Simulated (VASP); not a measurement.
# MgS (Niningerite) (Fm-3m) in VASP: further runs

One crystal, MgS (Niningerite), is run at these levels: LDA, PBEsol; tasks: band structure.

Program: VASP 6.6.1. These are calculated values, not measurements. Logs are shortened: lines on timing, memory, paths and dates and some standing lists are left out, and cuts for length are marked.

## (1) Starting point

It takes space group Fm-3m (No. 225, cubic). Conventional cell: a = 5.203 Å, b = 5.203 Å, c = 5.203 Å, α = 90.00°, β = 90.00°, γ = 90.00°. S (site symmetry m-3m) has 6 Mg at 2.60 Å as nearest neighbours. Mg (site symmetry m-3m) has 6 S at 2.60 Å as nearest neighbours.

## (2) Band structure, LDA

INCAR reads:

```
  PREC = Accurate
  ENCUT = 520
  EDIFF = 1E-7
  ISMEAR = 0
  SIGMA = 0.02
  LREAL = False
  LASPH = True
  NELM = 80
  ALGO = Normal
  ISIF = 2
  LWAVE = False
  LCHARG = False
```

KPOINTS reads:

```
regular mesh
0
Gamma
  10 10 10
```

POSCAR reads:

```
MgS
1.0
    0.0000000000      2.6016500000      2.6016500000
    2.6016500000      0.0000000000      2.6016500000
    2.6016500000      2.6016500000      0.0000000000
S Mg
1 1
Direct
    0.5000000000      0.5000000000      0.5000000000
    0.0000000000      0.0000000000      0.0000000000
```

KPOINTS_OPT reads:

```
path GXWKGLUWLK,UX
15
line-mode
reciprocal
 0.0000000000  0.0000000000  0.0000000000  G
 0.5000000000  0.0000000000  0.5000000000  X

 0.5000000000  0.0000000000  0.5000000000  X
 0.5000000000  0.2500000000  0.7500000000  W

 0.5000000000  0.2500000000  0.7500000000  W
 0.3750000000  0.3750000000  0.7500000000  K

 0.3750000000  0.3750000000  0.7500000000  K
 0.0000000000  0.0000000000  0.0000000000  G

 0.0000000000  0.0000000000  0.0000000000  G
 0.5000000000  0.5000000000  0.5000000000  L

 0.5000000000  0.5000000000  0.5000000000  L
 0.6250000000  0.2500000000  0.6250000000  U

 0.6250000000  0.2500000000  0.6250000000  U
 0.5000000000  0.2500000000  0.7500000000  W

 0.5000000000  0.2500000000  0.7500000000  W
 0.5000000000  0.5000000000  0.5000000000  L

 0.5000000000  0.5000000000  0.5000000000  L
 0.3750000000  0.3750000000  0.7500000000  K

 0.6250000000  0.2500000000  0.6250000000  U
 0.5000000000  0.0000000000  0.5000000000  X
```

Potentials or basis: VASP PAW LDA potentials, release 64 (S, Mg).

Started as:

```sh
$ cat potpaw_LDA.64/S/POTCAR potpaw_LDA.64/Mg/POTCAR > POTCAR
$ mpirun -np 1 vasp_std > vasp.out
```

OUTCAR:

```text
PREC = Accurate
   ENCUT = 520
   EDIFF = 1E-7
   ISMEAR = 0
   LREAL = False
   LASPH = True
   NELM = 80
   ISIF = 2

 ion  position               nearest neighbor table
   1  0.500  0.500  0.500-   2 2.60   2 2.60   2 2.60   2 2.60   2 2.60   2 2.60
   2  0.000  0.000  0.000-   1 2.60   1 2.60   1 2.60   1 2.60   1 2.60   1 2.60

  LATTYP: Found a face centered cubic cell.
 ALAT       =     5.2033000000

  Lattice vectors:

 A1 = (   0.0000000000,   2.6016500000,   2.6016500000)
 A2 = (   2.6016500000,   0.0000000000,   2.6016500000)
 A3 = (   2.6016500000,   2.6016500000,   0.0000000000)

Analysis of symmetry for initial positions (statically):
=====================================================================
 Subroutine PRICEL returns:
 Original cell was already a primitive cell.

 Routine SETGRP: Setting up the symmetry group for a
 face centered cubic supercell.

 Subroutine GETGRP returns: Found 48 space group operations
 (whereof 48 operations were pure point group operations)
 out of a pool of 48 trial point group operations.

The static configuration has the point symmetry O_h .

Analysis of symmetry for dynamics (positions and initial velocities):
=====================================================================
 Subroutine PRICEL returns:
 Original cell was already a primitive cell.

 Routine SETGRP: Setting up the symmetry group for a
 face centered cubic supercell.

 Subroutine GETGRP returns: Found 48 space group operations
 (whereof 48 operations were pure point group operations)
 out of a pool of 48 trial point group operations.

The dynamic configuration has the point symmetry O_h .

 Subroutine INISYM returns: Found 48 space group operations
 (whereof 48 operations are pure point group operations),
 and found     1 'primitive' translations

----------------------------------------------------------------------------------------

                                     Primitive cell

  volume of cell :      35.2190

  direct lattice vectors                    reciprocal lattice vectors
     0.000000000  2.601650000  2.601650000    -0.192185728  0.192185728  0.192185728
     2.601650000  0.000000000  2.601650000     0.192185728 -0.192185728  0.192185728
     2.601650000  2.601650000  0.000000000     0.192185728  0.192185728 -0.192185728

  length of vectors
     3.679288715  3.679288715  3.679288715     0.332875446  0.332875446  0.332875446

  position of ions in fractional coordinates (direct lattice)
     0.500000000  0.500000000  0.500000000
     0.000000000  0.000000000  0.000000000
[... 83 lines left out ...]
   ISIF   =      2    stress and relaxation
   ISYM   =      2    0-nonsym 1-usesym 2-fastsym
   POTIM  = 0.5000    time-step for ionic-motion
   TEBEG  =    0.0;   TEEND  =   0.0 temperature during run
   PSTRESS=    0.0 pullay stress
   NELECT =       8.0000    total number of electrons
   NUPDOWN=      -1.0000    fix difference up-down
   EMIN   =  10.00;   EMAX   =-10.00  energy-range for DOS
   EFERMI =   0.00;   METHOD = LEGACY
   ISMEAR =     0;   SIGMA  =   0.02  broadening in eV -4-tet -1-fermi 0-gaus
   EFERMI_NEDOS =   21; number of points for ismear=-14 and -15
   IALGO  =     38    algorithm
   IMIX   =      4    mixing-type and parameters
     AMIX     =   0.40;   BMIX     =  1.00
     AMIX_MAG =   1.60;   BMIX_MAG =  1.00
  volume/ion in A,a.u.               =      17.61       118.83
  Fermi-wavevector in a.u.,A,eV,Ry     =   0.998878  1.887606 13.575323  0.997758
  Thomas-Fermi vector in A             =   2.131131
   LORBIT       =      0    0 simple, 1 ext, 2 COOP (PROOUT), +10 PAW based schemes
   GGA     = CA    functional components
   LHFCALC =     F    Hartree Fock is set to
   AEXX    =    0.0000 exact exchange contribution
   IVDW    =     0    specifies the selected vdW correction
   LEPSILON=     F    determine dielectric tensor
   LRPA    =     F    only Hartree local field effects (RPA)
 non-spin polarized calculation
 Gauss-broadening in eV      SIGMA  =   0.02
  energy-cutoff  :      520.00
  volume of cell :       35.22
 maximum number of plane-waves:       962
   NGX = 13   NGY = 13   NGZ = 13

 number of electron       8.0000000 magnetization

 Free energy of the ion-electron system (eV)
  ---------------------------------------------------
  ext. energy  EPLUGINS =         0.00000000
  ---------------------------------------------------
  free energy    TOTEN  =        -9.57156956 eV

  energy without entropy =       -9.57156956  energy(sigma->0) =       -9.57156956

 E-fermi :   3.7375     XC(G=0):  -9.9880

 val. band max:        3.5802786135   @ k =   0.0000   0.0000   0.0000
 cond. band min:       6.1387909481   @ k =   0.5000   0.5000   0.0000
 fundamental gap:      2.5585123346
 Fermi energy:         3.7374596066

 k-point     1 :       0.0000    0.0000    0.0000
  band No.  band energies     occupation
      1      -9.0600      2.00000
      2       3.5803      2.00000
      3       3.5803      2.00000
      4       3.5803      2.00000
      5       7.0724      0.00000
      6      11.4181      0.00000
      7      11.4181      0.00000
      8      11.4181      0.00000
[... 243 lines left out ...]
 k-point    24 :       0.4000    0.3000    0.0000
  band No.  band energies     occupation
      1      -7.7532      2.00000
      2      -0.0685      2.00000
      3       1.9147      2.00000
      4       2.1957      2.00000
      5       7.3170      0.00000
      6       8.6750      0.00000
      7      12.8940      0.00000
      8      13.9516      0.00000

 [... further k-points ...]

------------------------ aborting loop because EDIFF is reached ----------------------------------------

  FORCE on cell =-STRESS in cart. coord.  units (eV):
  Direction    XX          YY          ZZ          XY          YZ          ZX
  --------------------------------------------------------------------------------------
  -------------------------------------------------------------------------------------
  Total       -0.8457555     -0.8457555     -0.8457555      0.0000000      0.0000000     -0.0000000
  in kB      -38.4750152    -38.4750152    -38.4750152      0.0000000      0.0000000     -0.0000000
  external PRESSURE =     -38.4750152 kB  Pullay stress =       0.0000000 kB

 VOLUME and BASIS-vectors are now :
 -----------------------------------------------------------------------------
  energy-cutoff  :      520.00
  volume of cell :       35.22
      direct lattice vectors                 reciprocal lattice vectors
     0.000000000  2.601650000  2.601650000    -0.192185728  0.192185728  0.192185728
     2.601650000  0.000000000  2.601650000     0.192185728 -0.192185728  0.192185728
     2.601650000  2.601650000  0.000000000     0.192185728  0.192185728 -0.192185728

 POSITION                                       TOTAL-FORCE (eV/Angst)
 -----------------------------------------------------------------------------------
      2.60165      2.60165      2.60165        -0.000000      0.000000      0.000000
      0.00000      0.00000      0.00000         0.000000     -0.000000     -0.000000
 -----------------------------------------------------------------------------------
    total drift:                                0.000000      0.000000      0.000000

  FREE ENERGIE OF THE ION-ELECTRON SYSTEM (eV)
  ---------------------------------------------------
  free  energy   TOTEN  =        -9.5715695603 eV

  energy  without entropy=       -9.5715695603  energy(sigma->0) =       -9.57156956
```

It took 24 s on 1 thread of Intel Xeon Platinum 8375C at 2.90GHz (Ice Lake), shared host; peak memory 0.15 GiB.

What came out:

```yaml
Free_energy: -9.5716 eV
Pressure: -3.8 GPa
Band_gap_on_the_k_mesh: 2.56 eV, indirect (least direct gap 3.49 eV)
Band_gap_along_the_path: 2.56 eV, indirect (least direct gap 3.49 eV)
```

Levels at the corners of the path, in eV from the valence-band top:
```tsv
point	band 1	band 2	band 3	band 4	band 5	band 6	band 7	band 8
Γ	-12.64	0.00	0.00	0.00	3.49	7.84	7.84	7.84
X	-10.93	-4.25	-1.71	-1.71	2.56	4.25	11.79	12.76
X	-10.93	-4.25	-1.71	-1.71	2.56	4.25	11.79	12.83
W	-10.88	-3.28	-3.28	-2.42	5.08	7.84	7.84	7.87
W	-10.88	-3.28	-3.28	-2.42	5.08	7.84	7.84	7.87
K	-10.93	-3.75	-3.25	-1.38	3.71	6.58	9.53	9.95
K	-10.93	-3.75	-3.25	-1.38	3.71	6.58	9.53	9.95
Γ	-12.64	0.00	0.00	0.00	3.49	7.84	7.84	7.84
Γ	-12.64	0.00	0.00	0.00	3.49	7.84	7.84	7.84
L	-11.31	-4.91	-0.59	-0.59	4.38	6.74	6.74	9.84
L	-11.31	-4.91	-0.59	-0.59	4.38	6.74	6.74	9.84
U	-10.93	-3.75	-3.25	-1.38	3.71	6.58	9.53	9.95
U	-10.93	-3.75	-3.25	-1.38	3.71	6.58	9.53	9.95
W	-10.88	-3.28	-3.28	-2.42	5.08	7.84	7.84	7.87
W	-10.88	-3.28	-3.28	-2.42	5.08	7.84	7.84	7.87
L	-11.31	-4.91	-0.59	-0.59	4.38	6.74	6.74	9.84
L	-11.31	-4.91	-0.59	-0.59	4.38	6.74	6.74	9.84
K	-10.93	-3.75	-3.25	-1.38	3.71	6.58	9.53	9.95
U	-10.93	-3.75	-3.25	-1.38	3.71	6.58	9.53	9.95
X	-10.93	-4.25	-1.71	-1.71	2.56	4.25	11.79	12.82
```

## (3) Band structure, PBEsol

Changes to INCAR since step 2:

```diff
@@ -12 +12,2 @@
   LCHARG = False
+  GGA = PS
```

KPOINTS is that of step 2.

POSCAR is that of step 2.

KPOINTS_OPT is that of step 2.

Potentials or basis: VASP PAW PBE potentials, release 64 (S, Mg).

Started as:

```sh
$ cat potpaw_PBE.64/S/POTCAR potpaw_PBE.64/Mg/POTCAR > POTCAR
$ mpirun -np 1 vasp_std > vasp.out
```

Run time: 28 s. Hardware: 1 thread of Intel Xeon Platinum 8375C at 2.90GHz (Ice Lake), shared host; peak memory 0.17 GiB.

The run converged. Its results:

```
Free energy             : -9.0736 eV
Pressure                : -1.1 GPa
Band gap on the k mesh  : 2.70 eV, indirect (least direct gap 3.59 eV)
Band gap along the path : 2.70 eV, indirect (least direct gap 3.59 eV)
```

Levels at the corners of the path, in eV from the valence-band top:
```
point  band 1  band 2  band 3  band 4  band 5  band 6  band 7  band 8
    Γ  -12.68    0.00    0.00    0.00    3.59    7.85    7.85    7.85
    X  -10.98   -4.26   -1.71   -1.71    2.70    4.24   11.87   12.82
    X  -10.98   -4.26   -1.71   -1.71    2.70    4.24   11.87   12.84
    W  -10.93   -3.28   -3.28   -2.39    5.21    7.84    7.84    7.98
    W  -10.93   -3.28   -3.28   -2.39    5.21    7.84    7.84    7.98
    K  -10.98   -3.76   -3.23   -1.38    3.82    6.60    9.64    9.98
    K  -10.98   -3.76   -3.23   -1.38    3.82    6.60    9.64    9.98
    Γ  -12.68    0.00    0.00    0.00    3.59    7.85    7.85    7.85
    Γ  -12.68    0.00    0.00    0.00    3.59    7.85    7.85    7.85
    L  -11.36   -4.89   -0.60   -0.60    4.40    6.83    6.83   10.07
    L  -11.36   -4.89   -0.60   -0.60    4.40    6.83    6.83   10.07
    U  -10.98   -3.76   -3.23   -1.38    3.82    6.60    9.64    9.98
    U  -10.98   -3.76   -3.23   -1.38    3.82    6.60    9.64    9.98
    W  -10.93   -3.28   -3.28   -2.39    5.21    7.84    7.84    7.98
    W  -10.93   -3.28   -3.28   -2.39    5.21    7.84    7.84    7.98
    L  -11.36   -4.89   -0.60   -0.60    4.40    6.83    6.83   10.07
    L  -11.36   -4.89   -0.60   -0.60    4.40    6.83    6.83   10.07
    K  -10.98   -3.76   -3.23   -1.38    3.82    6.60    9.64    9.98
    U  -10.98   -3.76   -3.23   -1.38    3.82    6.60    9.64    9.98
    X  -10.98   -4.26   -1.71   -1.71    2.70    4.24   11.87   12.86
```

Caveat: the PAW data sets were made with another functional, which shifts forces and pressure a little.
